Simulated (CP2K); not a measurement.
## Cu under changes of volume

One of the cells (11.810 Å³/atom); the others are scaled copies at fixed shape and fractional positions:

```
Cu
1.0
     2.55619    0.00000    0.00000
     1.27810    2.21373    0.00000
     1.27810    0.73791    2.08712
Cu
1
Direct
  0.00000 0.00000 0.00000
```

| Property | Result |
| --- | --- |
| Program | CP2K 2026.2 |
| Functional | LDA |
| Potentials or basis | GTH_POTENTIALS Cu GTH-PADE-q11; TZVP-MOLOPT-PBE-GTH basis |
| Density cutoff | 6123 eV |
| k mesh | 13 × 13 × 13 |
| Occupations | fermi-dirac, width 0.1 eV |
| Spin | no spin polarisation |

| volume (Å³/atom) | energy over the lowest point (meV/atom) | pressure (GPa) |
| --- | --- | --- |
| 11.102 | 0.00 | -0.5 |
| 11.338 | ? | ? |
| 11.574 | 11.90 | -7.3 |
| 11.810 | 24.81 | -10.1 |
| 12.047 | 41.65 | -12.6 |
| 12.283 | 61.91 | -14.7 |
| 12.519 | 85.16 | -16.6 |

Q: What does the run at 11.338 Å³/atom give?

A: Energy over the lowest point 3.39 meV/atom; pressure -4.1 GPa.

Worked out: A Birch-Murnaghan fit of order 3 (a polynomial in V^(-2/3)) to the other rows has its minimum at 11.07 Å³/atom, just outside them, with B0 = V·E''(V) = 184 GPa and B' = 4.9. It gives 3.44 meV/atom at 11.338 Å³/atom, against the run's 3.39, and -dE/dV = -4.1 GPa, against -4.1.

Energies are extrapolated to zero smearing.

Caveats: the basis of atomic orbitals isn't converged, which shifts pressures, moduli and gaps.
